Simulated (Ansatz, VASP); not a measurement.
One calculation of ZnS, two programs

```
Zn S
1.0
     0.00000    2.69368    2.69368
     2.69368    0.00000    2.69368
     2.69368    2.69368    0.00000
Zn S
1 1
Direct
  0.00000 0.00000 0.00000
  0.25000 0.25000 0.25000
```

The cell is a database's computed one.

Alike in both runs: task relaxation of cell and atoms; functional r2SCAN; k mesh 8 × 8 × 8; occupations gaussian, width 0.02 eV; no spin polarisation.

```csv
,VASP,Ansatz
version,VASP 6.6.1,Ansatz 0.2.0
potentials or method,"VASP PAW PBE potentials, release 64 (Zn, S)","scalar-relativistic, plane waves, PAW"
plane-wave cutoff (eV),600,500
valence electrons in the cell,18,18
```

|  | VASP | Ansatz | Ansatz less VASP |
| --- | --- | --- | --- |
| gap on the k mesh at the Fermi level, each at its own relaxed structure (eV) | 2.71 | 2.70 | -0.008 |
| relaxed volume (Å³/atom) | 19.57 | 19.56 | -0.013 |
| relaxed cell length with the largest relative difference (Å) | 3.811 | 3.810 | -0.0009 |

Caveats: the PAW data sets were made with another functional, which shifts forces and pressure a little (VASP). r2SCAN opens gaps a little over a GGA but as a rule still falls short of measured ones.
